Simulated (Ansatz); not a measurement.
# AlN: convergence with the PAW cutoff

Aim: hold AlN and all else fixed and vary the PAW cutoff, to see how far energy and properties move.

Program: Ansatz 0.2.0. Level of theory: DFT, PBE, PAW with Ansatz's default frozen-core files, scalar-relativistic. These are calculated values, not measurements.

1 further run of the same task is left out (set aside as unsound or not needed).

## Step 1: The system as given

The structure is cubic, space group Fm-3m (No. 225). The conventional cell has a = 4.071 Å, b = 4.071 Å, c = 4.071 Å, α = 90.00°, β = 90.00°, γ = 90.00°. Around Al (site symmetry m-3m) lie 6 N at 2.04 Å. N (site symmetry m-3m) is surrounded by 6 Al at 2.04 Å.

Coordinates:

```cif
data_structure
_symmetry_space_group_name_H-M 'Fm-3m'
_symmetry_Int_Tables_number 225
_cell_length_a 4.0705
_cell_length_b 4.0705
_cell_length_c 4.0705
_cell_angle_alpha 90.000
_cell_angle_beta 90.000
_cell_angle_gamma 90.000
_cell_volume 67.44
loop_
_atom_site_label
_atom_site_type_symbol
_atom_site_symmetry_multiplicity
_atom_site_Wyckoff_symbol
_atom_site_fract_x
_atom_site_fract_y
_atom_site_fract_z
_atom_site_occupancy
Al1 Al 4 a 0.00000 0.00000 0.00000 1
N1 N 4 b 0.50000 0.00000 0.00000 1
```

The file gives the conventional cell by its symmetry; the runs use the cell typed in the input.

The structure (rocksalt type) was typed from a prototype and relaxed by PAW; whether it is the ground state wasn't tested.

Atoms are numbered in the order of the input: Al1, N2.

## Step 2: With PAW files, cutoff 200 eV

File input.yaml:

```yaml
crystal:
  lattice:
    - [0.0, 2.0352543366, 2.0352543366]
    - [2.0352543366, 0.0, 2.0352543366]
    - [2.0352543366, 2.0352543366, 0.0]
  atoms:
    - { symbol: Al, position: [0.0, 0.0, 0.0] }
    - { symbol: "N", position: [0.5, 0.5, 0.5] }
kpoints:
  mp_grid: { grid: [14, 14, 14] }
scf:
  occupations: { method: fermi_dirac, width: 0.03 }
hamiltonian:
  xc: pbe
  pseudopotentials: { kind: paw }
output:
  forces: true
  stress: true
  eigenvalues: true
  efg: { contact_densities: true }
basis:
  ecutwfc: 200
```

On the command line:

```
$ ansatz run input.yaml --threads 1 --pin off --max-ram 2048MiB --backend cpu --events-out ev --progress --plain --runs-dir out
```

## Step 3: With PAW files, cutoff 250 eV

input.yaml, as its differences from that of step 2:

```diff
@@ -20,3 +20,7 @@
   efg: { contact_densities: true }
+  write_density: true
+  write_potential: true
+  elf: true
+  volumetric_format: npy
 basis:
-  ecutwfc: 200
+  ecutwfc: 250
```

## Step 4: With PAW files, cutoff 500 eV

input.yaml, as its differences from that of step 3:

```diff
@@ -20,7 +20,3 @@
   efg: { contact_densities: true }
-  write_density: true
-  write_potential: true
-  elf: true
-  volumetric_format: npy
 basis:
-  ecutwfc: 250
+  ecutwfc: 500
```

## Step 5: With PAW files, cutoff 600 eV

input.yaml, as its differences from that of step 4:

```diff
@@ -20,3 +20,7 @@
   efg: { contact_densities: true }
+  write_density: true
+  write_potential: true
+  elf: true
+  volumetric_format: npy
 basis:
-  ecutwfc: 500
+  ecutwfc: 600
```

## Step 6: With PAW files, cutoff 800 eV

input.yaml, as its differences from that of step 5:

```diff
@@ -20,7 +20,3 @@
   efg: { contact_densities: true }
-  write_density: true
-  write_potential: true
-  elf: true
-  volumetric_format: npy
 basis:
-  ecutwfc: 600
+  ecutwfc: 800
```

(Steps that only read results are left out.)

Q: Predict the outcome of this session. Wanted: energy error of the loosest run; pressure, lowest to highest; gap, lowest to highest.

The runs gave:

| quantity | value |
| --- | --- |
| energy error of the loosest run (PAW) | 1682.9 meV/atom |
| within 1 meV/atom from | cutoff 500 eV |
| pressure, lowest to highest (PAW) | -3.06 to 22.05 GPa |
| gap, lowest to highest (PAW) | 4.19 to 4.47 eV |

The loosest usable run is off by 1682.9 meV/atom from the tightest; from cutoff 500 eV on, all lie within 1 meV/atom of it. The energy falls at every step, as a growing basis should make it. The pressure spans 25.11 GPa (PAW).

These are semilocal Kohn-Sham gaps, which aren't the measured quantity. Such gaps usually fall short of the measured ones.
